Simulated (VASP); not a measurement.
# Settings for BN: self-consistent run

BN, P1 (no. 1), 24 atoms in the cell. PBE; PAW potentials N, B (PBE set). VASP 6.6.1.

Wanted: energy within 2 meV/atom; forces within 0.01 eV/Å.

What the run is for: forces in a large cell; Accuracy asked: standard; Cell repeated: 2 × 2 × 3.

POSCAR:
```
BN
1.0
    0.0000000000      6.9906316600      4.3321824800
    2.5032642000      0.0000000000      4.3321824800
    3.7548963000     10.4859474900      0.0000000000
N B
12 12
Direct
    0.3357060000      0.3288410000      0.1090410000
    0.3347610000      0.3334710000      0.4436670000
    0.3435660000      0.3306740000      0.7703310000
    0.3248050000      0.8463890000      0.1139370000
    0.3327280000      0.8297970000      0.4429570000
    0.3363980000      0.8303360000      0.7800720000
    0.8305690000      0.3318780000      0.1127430000
    0.8327820000      0.3367680000      0.4408300000
    0.8298490000      0.3258400000      0.7842240000
    0.8387980000      0.8351240000      0.1099540000
    0.8281910000      0.8256150000      0.4489750000
    0.8420970000      0.8368290000      0.7684150000
    0.0047080000     -0.0047180000      0.3340170000
   -0.0005300000     -0.0073360000      0.6689640000
   -0.0082900000      0.0108730000      1.0057190000
    0.0006410000      0.4938280000      0.3341320000
   -0.0002010000      0.4978200000      0.6674450000
   -0.0077900000      0.5166660000      1.0014150000
    0.5061090000      0.0018440000      0.3256800000
    0.5100680000     -0.0050930000      0.6578640000
    0.4925520000      0.0165840000      1.0013610000
    0.4893930000      0.5085090000      0.3404600000
    0.4861650000      0.5177290000      0.6750520000
    0.4936700000      0.4959040000      1.0022010000
```

The series start from Plane-wave cutoff (eV): 460; Projection operators (LREAL): Auto, ROPT -0.00025; Electronic threshold (eV): 1e-5; Parallel layout: defaults; Program: vasp_std; Electronic algorithm: ALGO=Normal; Data layout and linear algebra: defaults. Each series keeps the choices made before it, and each single choice may use up half of a tolerance.

## Plane-wave cutoff (eV)

| Plane-wave cutoff (eV) | Energy less reference (meV/atom) | Forces, largest deviation (eV/Å) | SCF iterations | Time (s) |
|---|---|---|---|---|
| 360 | 14.6 | 0.029 | 14 | 32 |
| 400 | 6.3 | 0.019 | 14 | 30 |
| 460 | 2.4 | 0.002 | 14 | 27 |
| 520 | 2.6 | 0.007 | 14 | 37 |
| 640 (reference) | 0.0 | 0.000 | 14 | 43 |

Chosen: 640; the next looser run is off by more than half of the tolerance, so convergence isn't shown beyond this value.

## Projection operators (LREAL)

| Projection operators (LREAL) | Energy less reference (meV/atom) | Forces, largest deviation (eV/Å) | SCF iterations | Time (s) |
|---|---|---|---|---|
| Auto, ROPT -0.005 | -0.6 | 0.069 | 14 | 38 |
| Auto, ROPT -0.002 | 0.3 | 0.019 | 14 | 36 |
| Auto, ROPT -0.001 | 0.1 | 0.008 | 14 | 33 |
| Auto, ROPT -0.0005 | -0.3 | 0.003 | 14 | 33 |
| Auto, ROPT -0.00025 | -0.2 | 0.001 | 14 | 43 |
| Auto, ROPT -0.0001 | -0.2 | 0.000 | 14 | 47 |
| False (reference) | 0.0 | 0.000 | 14 | 29 |

Chosen: Auto, ROPT -0.0005, the loosest value from which every tighter one stays within half of the tolerance.

## Electronic threshold (eV)

| Electronic threshold (eV) | Energy less reference (meV/atom) | Forces, largest deviation (eV/Å) | SCF iterations | Time (s) |
|---|---|---|---|---|
| 0.001 | 0.0 | 0.008 | 11 | 35 |
| 0.0001 | 0.0 | 0.001 | 13 | 28 |
| 1e-5 | 0.0 | 0.000 | 14 | 33 |
| 1e-6 | 0.0 | 0.000 | 15 | 24 |
| 1e-7 (reference) | 0.0 | 0.000 | 16 | 24 |

Chosen: 0.0001.

## Parallel layout

| Parallel layout | Energy less reference (meV/atom) | Forces, largest deviation (eV/Å) | SCF iterations | Time (s) |
|---|---|---|---|---|
| defaults | 0.0 | 0.000 | 13 | 28 |
| NCORE=2 | 0.0 | 0.000 | 13 | 19 |
| NCORE=4 | 0.0 | 0.000 | 13 | 16 |
| NCORE=8 | 0.0 | 0.001 | 13 | 15 |
| NPAR=2 | 0.0 | 0.000 | 13 | 15 |

Chosen: NCORE=8, the fastest of those that stay within half of the tolerance.

## Program

| Program | Energy less reference (meV/atom) | Forces, largest deviation (eV/Å) | SCF iterations | Time (s) |
|---|---|---|---|---|
| vasp_std | 0.0 | 0.000 | 13 | 15 |
| vasp_gam | 0.0 | 0.000 | 13 | 13 |

Chosen: vasp_std; no other choice that stays within half of the tolerance saves 30 % of the time.

## Electronic algorithm

| Electronic algorithm | Energy less reference (meV/atom) | Forces, largest deviation (eV/Å) | SCF iterations | Time (s) |
|---|---|---|---|---|
| ALGO=Normal | 0.0 | 0.000 | 13 | 15 |
| ALGO=Fast | 0.0 | 0.002 | 14 | 16 |
| ALGO=VeryFast | 0.0 | 0.001 | 19 | 18 |
| ALGO=All ISEARCH=1 | 0.0 | 0.002 | 15 | 24 |

Chosen: ALGO=Normal.

## Data layout and linear algebra

| Data layout and linear algebra | Energy less reference (meV/atom) | Forces, largest deviation (eV/Å) | SCF iterations | Time (s) |
|---|---|---|---|---|
| defaults | 0.0 | 0.000 | 13 | 15 |
| LPLANE=False | crashed | crashed | 8 | 25 |
| LSCALAPACK=False | 0.0 | 0.000 | 13 | 19 |
| LSCALU=True | 0.0 | 0.000 | 13 | 21 |

Chosen: defaults.

VASP's message at the runs that stop: ERROR FEXCP: supplied Exchange-correletion table is too small, maximal index : 5164.

## All choices together

| Input | Energy less reference (meV/atom) | Forces, largest deviation (eV/Å) | Time (s) |
|---|---|---|---|
| the program's defaults (naive) | 6.7 | 0.032 | 6.0 |
| chosen settings | -0.3 | 0.003 | 15 |
| reference settings throughout | 0.0 | 0.000 | 22 |

The chosen settings stay within the tolerance of the reference run, but the reference itself isn't shown to be converged in: Plane-wave cutoff (eV).

## The input

INCAR:
```
SYSTEM = BN
ALGO     = Normal         ! electronic algorithm
EDIFF    = 1E-4           ! SCF threshold, eV
EFERMI   = MIDGAP       
ENCUT    = 640            ! plane-wave cutoff, eV
GGA      = PE             ! functional
GGA_COMPAT= .False.      
ISIF     = 2              ! what is computed and relaxed
ISMEAR   = 0              ! smearing method
ISYM     = 0            
LASPH    = .True.         ! aspherical terms in the spheres
LCHARG   = .False.        ! write CHGCAR
LREAL    = Auto         
LWAVE    = .False.        ! write WAVECAR
NCORE    = 8            
NELM     = 120            ! most SCF steps
PREC     = Accurate       ! precision mode
ROPT     = -0.0005 -0.0005
SIGMA    = 0.03           ! smearing width, eV
```

KPOINTS:
```
k-points
0
Gamma
  1 1 1
```

Commands:
```
cat potpaw_PBE.64/N/POTCAR potpaw_PBE.64/B/POTCAR > POTCAR
mpirun -np 8 vasp_std > vasp.out
```

Limits: Only the k mesh 1 × 1 × 1 was run, so its error is untested.

The chosen input took VASP 6.6.1 15 s on 8 cores (AMD EPYC 7R43 (Zen 3)), a shared host.

## An input that fails: Gamma-only program on a mesh of k points

VASP's message: You are using the Gamma-point-only version with more than one k-point or some other non-Gamma k-point.

k mesh: 1 × 1 × 1 becomes 2 × 2 × 2.

Changes against the starting input:
```
- NELM = 120
+ NELM = 58
- vasp_std
+ vasp_gam
(KPOINTS)
-k-points
+Automatic mesh
-  1 1 1
+  2 2 2
+  0 0 0
```
